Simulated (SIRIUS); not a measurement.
# MgS (F-43m) in SIRIUS: a series of runs

Runs on MgS. Level: PBE. Tasks: single point.

Everything below comes from runs of SIRIUS 7.12.0. Logs are shortened: lines on timing, memory, paths and dates and some standing lists are left out, and cuts for length are marked. The log counts tension as positive stress, the text compression.

## 1. The crystal as given

The structure is cubic, space group F-43m (No. 216). The conventional cell has a = 5.666 Å, b = 5.666 Å, c = 5.666 Å, α = 90.00°, β = 90.00°, γ = 90.00°. S (site symmetry -43m) is surrounded by 4 Mg at 2.45 Å. Mg (site symmetry -43m) is surrounded by 4 S at 2.45 Å.

The cell comes from a database or a generator and needn't be the stable form of this composition.

## 2. Single point, PBE

Contents of sirius.json:

```json
{
  "control": {
    "processing_unit": "cpu",
    "std_evp_solver_name": "lapack",
    "gen_evp_solver_name": "lapack",
    "verbosity": 2,
    "print_forces": true,
    "ortho_rf": true,
    "use_second_variation": true,
    "rmt_max": 3.0,
    "num_bands_to_print": 19,
    "save_wf": true
  },
  "parameters": {
    "electronic_structure_method": "full_potential_lapwlo",
    "xc_functionals": ["XC_GGA_X_PBE", "XC_GGA_C_PBE"],
    "core_relativity": "dirac",
    "valence_relativity": "iora",
    "num_fv_states": 19,
    "smearing": "fermi_dirac",
    "smearing_width": 0.0003674932,
    "pw_cutoff": 20,
    "gk_cutoff": 3.42,
    "lmax_apw": 10,
    "lmax_rho": 8,
    "lmax_pot": 8,
    "num_mag_dims": 0,
    "auto_rmt": 0,
    "ngridk": [8, 8, 8],
    "shiftk": [0, 0, 0],
    "num_dft_iter": 80,
    "energy_tol": 1e-07,
    "density_tol": 1e-05,
    "use_symmetry": true
  },
  "settings": {"tol_ne": 1e-10},
  "iterative_solver": {"type": "exact"},
  "mixer": {"type": "anderson", "beta": 0.5, "max_history": 8},
  "unit_cell": {
    "lattice_vectors": [[0.0, 5.3538209666, 5.3538209666], [5.3538209666, 0.0, 5.3538209666], [5.3538209666, 5.3538209666, 0.0]],
    "atom_types": ["Mg", "S"],
    "atom_files": {"Mg": "Mg.json", "S": "S.json"},
    "atoms": {"Mg": [[0.0, 0.0, 0.0]], "S": [[0.25, 0.25, 0.25]]}
  }
}
```

Contents of Mg.json:

```json
{
  "name": "magnesium",
  "symbol": "Mg",
  "number": 12,
  "mass": 24.305,
  "rmin": 1e-06,
  "rmt": 2.28,
  "nrmt": 800,
  "rinf": 17.32,
  "core": "1s",
  "valence": [
    {"basis": [{"enu": -0.14, "dme": 0, "n": 0, "auto": 0}, {"enu": -0.14, "dme": 1, "n": 0, "auto": 0}]},
    {"l": 0, "n": 1, "basis": [{"enu": -0.04, "dme": 0, "n": 0, "auto": 0}]},
    {"l": 1, "n": 2, "basis": [{"enu": -0.04, "dme": 0, "n": 0, "auto": 0}]},
    {"l": 2, "n": 3, "basis": [{"enu": -0.04, "dme": 0, "n": 0, "auto": 0}]},
    {"l": 3, "n": 4, "basis": [{"enu": -0.04, "dme": 0, "n": 0, "auto": 0}]}
  ],
  "lo": [
    {"l": 0, "basis": [{"enu": -0.04, "dme": 0, "n": 0, "auto": 0}, {"enu": -0.04, "dme": 1, "n": 0, "auto": 0}]},
    {
      "l": 0,
      "basis": [{"enu": -2.7761, "dme": 0, "n": 2, "auto": 1}, {"enu": -2.7761, "dme": 1, "n": 2, "auto": 1}]
    },
    {
      "l": 0,
      "basis": [{"enu": -2.7761, "dme": 1, "n": 2, "auto": 1}, {"enu": -0.04, "dme": 0, "n": 0, "auto": 0}]
    },
    {
      "l": 0,
      "basis": [{"enu": -0.04, "dme": 0, "n": 0, "auto": 0}, {"enu": 3.0379, "dme": 0, "n": 0, "auto": 0}]
    },
    {"l": 1, "basis": [{"enu": -0.04, "dme": 0, "n": 0, "auto": 0}, {"enu": -0.04, "dme": 1, "n": 0, "auto": 0}]},
    {
      "l": 1,
      "basis": [{"enu": -1.5816, "dme": 0, "n": 2, "auto": 1}, {"enu": -1.5816, "dme": 1, "n": 2, "auto": 1}]
    },
    {
      "l": 1,
      "basis": [{"enu": -1.5816, "dme": 1, "n": 2, "auto": 1}, {"enu": -0.04, "dme": 0, "n": 0, "auto": 0}]
    },
    {
      "l": 1,
      "basis": [{"enu": -0.04, "dme": 0, "n": 0, "auto": 0}, {"enu": 3.4996, "dme": 0, "n": 0, "auto": 0}]
    },
    {"l": 2, "basis": [{"enu": -0.04, "dme": 0, "n": 0, "auto": 0}, {"enu": -0.04, "dme": 1, "n": 0, "auto": 0}]},
    {"l": 2, "basis": [{"enu": -0.04, "dme": 1, "n": 0, "auto": 0}, {"enu": -0.04, "dme": 2, "n": 0, "auto": 0}]},
    {
      "l": 2,
      "basis": [{"enu": -0.04, "dme": 0, "n": 0, "auto": 0}, {"enu": 2.9609, "dme": 0, "n": 0, "auto": 0}]
    },
    {"l": 3, "basis": [{"enu": -0.04, "dme": 0, "n": 0, "auto": 0}, {"enu": -0.04, "dme": 1, "n": 0, "auto": 0}]}
  ],
  "free_atom": [... radial grid and density of the free atom, the start of the SCF ...]
}
```

Contents of S.json:

```json
{
  "name": "sulphur",
  "symbol": "S",
  "number": 16,
  "mass": 32.065,
  "rmin": 1e-06,
  "rmt": 2.28,
  "nrmt": 800,
  "rinf": 13.52,
  "core": "1s",
  "valence": [
    {"basis": [{"enu": -0.14, "dme": 0, "n": 0, "auto": 0}, {"enu": -0.14, "dme": 1, "n": 0, "auto": 0}]},
    {"l": 0, "n": 1, "basis": [{"enu": -0.1766, "dme": 0, "n": 0, "auto": 0}]},
    {"l": 1, "n": 2, "basis": [{"enu": -0.04, "dme": 0, "n": 0, "auto": 0}]},
    {"l": 2, "n": 3, "basis": [{"enu": -0.04, "dme": 0, "n": 0, "auto": 0}]},
    {"l": 3, "n": 4, "basis": [{"enu": -0.04, "dme": 0, "n": 0, "auto": 0}]}
  ],
  "lo": [
    {
      "l": 0,
      "basis": [{"enu": -0.1766, "dme": 0, "n": 0, "auto": 0}, {"enu": -0.1766, "dme": 1, "n": 0, "auto": 0}]
    },
    {
      "l": 0,
      "basis": [{"enu": -0.1766, "dme": 1, "n": 0, "auto": 0}, {"enu": -0.1766, "dme": 2, "n": 0, "auto": 0}]
    },
    {
      "l": 0,
      "basis": [{"enu": -7.5163, "dme": 0, "n": 2, "auto": 1}, {"enu": -7.5163, "dme": 1, "n": 2, "auto": 1}]
    },
    {
      "l": 0,
      "basis": [{"enu": -0.1766, "dme": 0, "n": 0, "auto": 0}, {"enu": 2.1318, "dme": 0, "n": 0, "auto": 0}]
    },
    {"l": 1, "basis": [{"enu": -0.04, "dme": 0, "n": 0, "auto": 0}, {"enu": -0.04, "dme": 1, "n": 0, "auto": 0}]},
    {
      "l": 1,
      "basis": [{"enu": -5.5282, "dme": 0, "n": 2, "auto": 1}, {"enu": -5.5282, "dme": 1, "n": 2, "auto": 1}]
    },
    {
      "l": 1,
      "basis": [{"enu": -5.5282, "dme": 1, "n": 2, "auto": 1}, {"enu": -0.04, "dme": 0, "n": 0, "auto": 0}]
    },
    {
      "l": 1,
      "basis": [{"enu": -0.04, "dme": 0, "n": 0, "auto": 0}, {"enu": 3.4996, "dme": 0, "n": 0, "auto": 0}]
    },
    {"l": 2, "basis": [{"enu": -0.04, "dme": 0, "n": 0, "auto": 0}, {"enu": -0.04, "dme": 1, "n": 0, "auto": 0}]},
    {"l": 2, "basis": [{"enu": -0.04, "dme": 1, "n": 0, "auto": 0}, {"enu": -0.04, "dme": 2, "n": 0, "auto": 0}]},
    {
      "l": 2,
      "basis": [{"enu": -0.04, "dme": 0, "n": 0, "auto": 0}, {"enu": 2.9609, "dme": 0, "n": 0, "auto": 0}]
    },
    {"l": 3, "basis": [{"enu": -0.04, "dme": 0, "n": 0, "auto": 0}, {"enu": -0.04, "dme": 1, "n": 0, "auto": 0}]}
  ],
  "free_atom": [... radial grid and density of the free atom, the start of the SCF ...]
}
```

Contents of sirius_start.json:

```json
{
  "control": {
    "processing_unit": "cpu",
    "std_evp_solver_name": "lapack",
    "gen_evp_solver_name": "lapack",
    "verbosity": 1,
    "print_forces": false,
    "ortho_rf": true,
    "use_second_variation": true,
    "rmt_max": 3.0,
    "num_bands_to_print": 19,
    "save_wf": false
  },
  "parameters": {
    "electronic_structure_method": "full_potential_lapwlo",
    "xc_functionals": ["XC_LDA_X", "XC_LDA_C_PW"],
    "core_relativity": "dirac",
    "valence_relativity": "iora",
    "num_fv_states": 19,
    "smearing": "fermi_dirac",
    "smearing_width": 0.0055123983,
    "pw_cutoff": 20,
    "gk_cutoff": 2.74,
    "lmax_apw": 10,
    "lmax_rho": 8,
    "lmax_pot": 8,
    "num_mag_dims": 0,
    "auto_rmt": 0,
    "ngridk": [3, 3, 3],
    "shiftk": [0, 0, 0],
    "num_dft_iter": 30,
    "energy_tol": 0.01,
    "density_tol": 0.05,
    "use_symmetry": true
  },
  "settings": {"tol_ne": 1e-10},
  "iterative_solver": {"type": "exact"},
  "mixer": {"type": "anderson", "beta": 0.5, "max_history": 8},
  "unit_cell": {
    "lattice_vectors": [[0.0, 5.3538209666, 5.3538209666], [5.3538209666, 0.0, 5.3538209666], [5.3538209666, 5.3538209666, 0.0]],
    "atom_types": ["Mg", "S"],
    "atom_files": {"Mg": "Mg.json", "S": "S.json"},
    "atoms": {"Mg": [[0.0, 0.0, 0.0]], "S": [[0.25, 0.25, 0.25]]}
  }
}
```

Potentials or basis: all-electron FP-LAPW, apw+lo standard.

Started as:

```bash
$ OMP_NUM_THREADS=1 sirius.scf --input=sirius_start.json --output=start.json
$ OMP_NUM_THREADS=1 sirius.scf --input=sirius.json --output=output.json --task=1
```

The program printed:

```text
[info] SIRIUS version : 7.12.0
[info] number of MPI ranks           : 1
[info] MPI grid                      : 1 1
[info] maximum number of OMP threads : 1
[fft] FFT context for density and potential
[fft] =====================================
[fft]   plane wave cutoff                     : 20
[fft]   grid size                             : 54 54 54   total : 157464
[fft]   grid limits                           : -26 27   -26 27   -26 27
[fft]   number of G-vectors within the cutoff : 41391
[fft]   number of G-shells                    : 1096
[fft] FFT context for coarse grid
[fft] =====================================
[fft]   plane wave cutoff                     : 6.84
[fft]   grid size                             : 20 20 20   total : 8000
[fft]   grid limits                           : -9 10   -9 10   -9 10
[fft]   number of G-vectors within the cutoff : 1639
[fft]   number of G-shells                    : 65
[unit cell] lattice vectors
[unit cell]   a1 :       0.0000000000      5.3538209666      5.3538209666
[unit cell]   a2 :       5.3538209666      0.0000000000      5.3538209666
[unit cell]   a3 :       5.3538209666      5.3538209666      0.0000000000
[unit cell] reciprocal lattice vectors
[unit cell]   b1 :      -0.5867944919      0.5867944919      0.5867944919
[unit cell]   b2 :       0.5867944919     -0.5867944919      0.5867944919
[unit cell]   b3 :       0.5867944919      0.5867944919     -0.5867944919
[unit cell] unit cell volume :       306.91741246 [a.u.^3]
[unit cell] 1/sqrt(omega)    :         0.05708069
[unit cell] MT volume        :        99.29403192 (32.35%)
[unit cell] IT volume        :       207.62338054 (67.65%)
[unit cell] number of atom types : 2
[unit cell] type id : 0 symbol : Mg mt_radius :   2.280000 num_atoms : 1
[unit cell] type id : 1 symbol :  S mt_radius :   2.280000 num_atoms : 1
[unit cell] total number of atoms : 2
[unit cell] number of symmetry classes : 2
[unit cell] atom id  type id  class id             position                      vector_field
[unit cell] ------------------------------------------------------------------------------------------
[unit cell]      0        0        0      0.00000   0.00000   0.00000      0.00000   0.00000   0.00000
[unit cell]      1        1        1      0.25000   0.25000   0.25000      0.00000   0.00000   0.00000
[unit cell] atom id         position (Cartesian, a.u.)
[unit cell] ---------------------------------------------
[unit cell]      0       0.000000    0.000000    0.000000
[unit cell]      1       2.676910    2.676910    2.676910
[unit cell] class id : 0 atom id : 0
[... 336 lines left out ...]
[diagonalize] ik:   28   -7.427786   -5.398396   -5.398396   -5.398395   -2.674867   -1.453154   -1.453135   -1.453112   -0.343178   -0.046989   -0.029781   -0.011195    0.240233    0.327205    0.337553    0.350370    0.500580    0.539795    0.542522
[generate_core_charge_density] atom class : 0
[generate_core_charge_density]   n,l,k : 1 0 1  energy :         -46.03455055
[generate_core_charge_density] atom class : 1
[generate_core_charge_density]   n,l,k : 1 0 1  energy :         -88.06580181
[find] Total energy                   :    -599.63562796 (Ha),   -1199.27125592 (Ry)
[find] iteration : 1, RMS (target) : 8.2590e-02 (1.0000e-05) , energy difference (target) : 1.7071e-05 (1.0000e-07)
[find] Total energy                   :    -599.63561079 (Ha),   -1199.27122159 (Ry)
[find] iteration : 2, RMS (target) : 5.2758e-03 (1.0000e-05) , energy difference (target) : 1.7169e-05 (1.0000e-07)
[find] Total energy                   :    -599.63561348 (Ha),   -1199.27122697 (Ry)
[find] iteration : 3, RMS (target) : 8.3258e-04 (1.0000e-05) , energy difference (target) : -2.6892e-06 (1.0000e-07)
[find] Total energy                   :    -599.63561349 (Ha),   -1199.27122699 (Ry)
[find] iteration : 4, RMS (target) : 2.4443e-04 (1.0000e-05) , energy difference (target) : -1.0754e-08 (1.0000e-07)
[... 13 lines left out ...]
[find] valence_eval_sum               :     -62.01773027
[find] core_eval_sum                  :    -268.15085083
[find] kinetic energy                 :     601.41070046
[find] enuc                           :    -720.32617940
[find] <rho|V^{XC}>                   :     -54.44021736
[find] <rho|E^{XC}>                   :     -42.15062745
[find] <mag|B^{XC}>                   :       0.00000000
[find] <rho|V^{H}>                    :    -877.13906420
[find] smearing (-TS)                 :       0.00000000
[find] SCF correction                 :       0.00002491
[find] Total energy                   :    -599.63561358 (Ha),   -1199.27122715 (Ry)
[find] Free energy (E-TS)             :    -599.63561358 (Ha),   -1199.27122715 (Ry)
[find] band gap (eV)                  :       3.45350787
[find] Efermi                         :       0.10974075
[find] iteration : 6, RMS (target) : 2.4872e-06 (1.0000e-05) , energy difference (target) : 3.1118e-09 (1.0000e-07)
[find] converged after 7 SCF iterations!
[find] Charges and magnetic moments
[find] --------------------------------------------------------------------------------
[find] atom      charge    core leakage
[find] --------------------------------------------------------------------------------
[find]    0   10.604031    0.000000e+00
[find]    1   14.873878    0.000000e+00
[find] total core leakage    : 0.00000000e+00
[find] interstitial charge   : 2.522091
[find] total charge          : 28.000000
[find] Energy
[find] --------------------------------------------------------------------------------
[find] valence_eval_sum               :     -62.01773027
[find] core_eval_sum                  :    -268.15085083
[find] kinetic energy                 :     601.41070046
[find] enuc                           :    -720.32617940
[find] <rho|V^{XC}>                   :     -54.44021736
[find] <rho|E^{XC}>                   :     -42.15062745
[find] <mag|B^{XC}>                   :       0.00000000
[find] <rho|V^{H}>                    :    -877.13906420
[find] smearing (-TS)                 :       0.00000000
[find] SCF correction                 :       0.00002491
[find] Total energy                   :    -599.63561358 (Ha),   -1199.27122715 (Ry)
[find] Free energy (E-TS)             :    -599.63561358 (Ha),   -1199.27122715 (Ry)
[find] band gap (eV)                  :       3.45350787
[find] Efermi                         :       0.10974075
[ground_state]
[ground_state] ==== total Forces in Ha/bohr =====
[ground_state] atom:    0, force:      -0.0000000      0.0000000      0.0000000
[ground_state] atom:    1, force:       0.0000000      0.0000000     -0.0000000
[ground_state] ==== contribution from density =====
[ground_state] atom:    0, force:       0.0000000      0.0000000      0.0000000
[ground_state] atom:    1, force:       0.0000000      0.0000000      0.0000000
[ground_state] ==== contribution from Hartree potential =====
[ground_state] atom:    0, force:      -0.0000000      0.0000000      0.0000000
[ground_state] atom:    1, force:       0.0000000      0.0000000      0.0000000
[ground_state] ==== contribution from IBS =====
[ground_state] atom:    0, force:       0.0000000      0.0000000      0.0000000
[ground_state] atom:    1, force:       0.0000000      0.0000000     -0.0000000
```

Wall time 34 s (1 thread of Arm Neoverse V1, shared host); peak memory 0.42 GiB.

Results:

| Item | Value |
| --- | --- |
| Free energy | -16316.9163 eV |
| Band gap on the k mesh | 3.45 eV, direct |
| All electrons inside the program's atomic spheres | S 14.87; Mg 10.60 (radii Mg 2.28, S 2.28 bohr) |

A k mesh can miss the band edges.

## 3. Single point, PBE

Changes to sirius.json since step 2:

```diff
@@ -20,3 +20,3 @@
     "smearing": "fermi_dirac",
-    "smearing_width": 0.0003674932,
+    "smearing_width": 0.0011024797,
     "pw_cutoff": 20,
```

Mg.json is that of step 2.

S.json is that of step 2.

sirius_start.json is that of step 2.

Potentials or basis: all-electron FP-LAPW, apw+lo standard.

Started as:

```bash
$ OMP_NUM_THREADS=1 sirius.scf --input=sirius_start.json --output=start.json
$ OMP_NUM_THREADS=1 sirius.scf --input=sirius.json --output=output.json --task=1
```

The program printed:

```text
[info] SIRIUS version : 7.12.0
[info] number of MPI ranks           : 1
[info] MPI grid                      : 1 1
[info] maximum number of OMP threads : 1
[fft] FFT context for density and potential
[fft] =====================================
[fft]   plane wave cutoff                     : 20
[fft]   grid size                             : 54 54 54   total : 157464
[fft]   grid limits                           : -26 27   -26 27   -26 27
[fft]   number of G-vectors within the cutoff : 41391
[fft]   number of G-shells                    : 1096
[fft] FFT context for coarse grid
[fft] =====================================
[fft]   plane wave cutoff                     : 6.84
[fft]   grid size                             : 20 20 20   total : 8000
[fft]   grid limits                           : -9 10   -9 10   -9 10
[fft]   number of G-vectors within the cutoff : 1639
[fft]   number of G-shells                    : 65
[unit cell] lattice vectors
[unit cell]   a1 :       0.0000000000      5.3538209666      5.3538209666
[unit cell]   a2 :       5.3538209666      0.0000000000      5.3538209666
[unit cell]   a3 :       5.3538209666      5.3538209666      0.0000000000
[unit cell] reciprocal lattice vectors
[unit cell]   b1 :      -0.5867944919      0.5867944919      0.5867944919
[unit cell]   b2 :       0.5867944919     -0.5867944919      0.5867944919
[unit cell]   b3 :       0.5867944919      0.5867944919     -0.5867944919
[unit cell] unit cell volume :       306.91741246 [a.u.^3]
[unit cell] 1/sqrt(omega)    :         0.05708069
[unit cell] MT volume        :        99.29403192 (32.35%)
[unit cell] IT volume        :       207.62338054 (67.65%)
[... 389 lines left out ...]
[find] Efermi                         :       0.10974075
[find] iteration : 6, RMS (target) : 2.4872e-06 (1.0000e-05) , energy difference (target) : 3.1118e-09 (1.0000e-07)
[find] converged after 7 SCF iterations!
[find] Charges and magnetic moments
[find] --------------------------------------------------------------------------------
[find] atom      charge    core leakage
[find] --------------------------------------------------------------------------------
[find]    0   10.604031    0.000000e+00
[find]    1   14.873878    0.000000e+00
[find] total core leakage    : 0.00000000e+00
[find] interstitial charge   : 2.522091
[find] total charge          : 28.000000
[find] Energy
[find] --------------------------------------------------------------------------------
[find] valence_eval_sum               :     -62.01773027
[find] core_eval_sum                  :    -268.15085083
[find] kinetic energy                 :     601.41070046
[find] enuc                           :    -720.32617940
[find] <rho|V^{XC}>                   :     -54.44021736
[find] <rho|E^{XC}>                   :     -42.15062745
[find] <mag|B^{XC}>                   :       0.00000000
[find] <rho|V^{H}>                    :    -877.13906420
[find] smearing (-TS)                 :       0.00000000
[find] SCF correction                 :       0.00002491
[find] Total energy                   :    -599.63561358 (Ha),   -1199.27122715 (Ry)
[find] Free energy (E-TS)             :    -599.63561358 (Ha),   -1199.27122715 (Ry)
[find] band gap (eV)                  :       3.45350787
[find] Efermi                         :       0.10974075
[ground_state]
[ground_state] ==== total Forces in Ha/bohr =====
[ground_state] atom:    0, force:      -0.0000000      0.0000000      0.0000000
[ground_state] atom:    1, force:       0.0000000      0.0000000     -0.0000000
[ground_state] ==== contribution from density =====
[ground_state] atom:    0, force:       0.0000000      0.0000000      0.0000000
[ground_state] atom:    1, force:       0.0000000      0.0000000      0.0000000
[ground_state] ==== contribution from Hartree potential =====
[ground_state] atom:    0, force:      -0.0000000      0.0000000      0.0000000
[ground_state] atom:    1, force:       0.0000000      0.0000000      0.0000000
[ground_state] ==== contribution from IBS =====
[ground_state] atom:    0, force:       0.0000000      0.0000000      0.0000000
[ground_state] atom:    1, force:       0.0000000      0.0000000     -0.0000000
```

It took 34 s on 1 thread of Arm Neoverse V1, shared host; peak memory 0.42 GiB.

Results:

```
Free energy                                       : -16316.9163 eV
Band gap on the k mesh                            : 3.45 eV, direct
All electrons inside the program's atomic spheres : S 14.87; Mg 10.60 (radii Mg 2.28, S 2.28 bohr)
```

(Part 1 of 2 ends here.)
